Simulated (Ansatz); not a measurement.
The system is FeO (Wuestite).

```
Fe O
1.0
     0.00000    2.15540    2.15540
     2.15540    0.00000    2.15540
     2.15540    2.15540    0.00000
Fe O
1 1
Direct
  0.00000 0.00000 0.00000
  0.50000 0.50000 0.50000
```

| Quantity | Value |
| --- | --- |
| Program | Ansatz 0.2.0 |
| Task | relaxation of cell and atoms |
| Functional | revPBE |
| Potentials or basis | Ansatz PAW |
| Cutoff | 420 eV (not typed: the program's choice for these potentials) |
| k mesh | 8 × 8 × 8 |
| Occupations | fermi-dirac, width 0.05 eV |
| Spin | collinear spin, ferromagnetic start |
| Starting moments | [3.0, 0.0] μB |

At the start: volume 10.01 Å³/atom.

Where does the relaxation end?

It ends after 6 steps and the volume is 10.23 Å³/atom (+2.2 %); space group Fm-3m (No. 225, to 0.05 Å); moment 4.00 μB per cell.

Step by step:
```csv
step,energy change (eV),largest force (eV/Å),volume (Å³)
1,0.0000,0.0000,20.03
2,-0.0034,0.0000,20.29
3,-0.0036,0.0000,20.45
4,-0.0051,0.0000,20.45
5,-0.0050,0.0000,20.47
6,-0.0052,0.0000,20.47
```

Final structure:
```
CELL_PARAMETERS angstrom
0.00000 2.17112 2.17112
2.17112 0.00000 2.17112
2.17112 2.17112 0.00000
ATOMIC_POSITIONS crystal
Fe 0.00000 0.00000 0.00000
O 0.50000 0.50000 0.50000
```

Caveat: the plane-wave basis is chosen anew once the cell has moved, so the energies of steps on either side of that aren't comparable; the pressure holds a Pulay correction of +0.6 GPa for the finite cutoff; a cell with one magnetic atom can't hold antiferromagnetic order, which such compounds often take; the PAW data sets come from PBE, with cores solved anew for the run's functional, which leaves a small shift of forces and pressure.
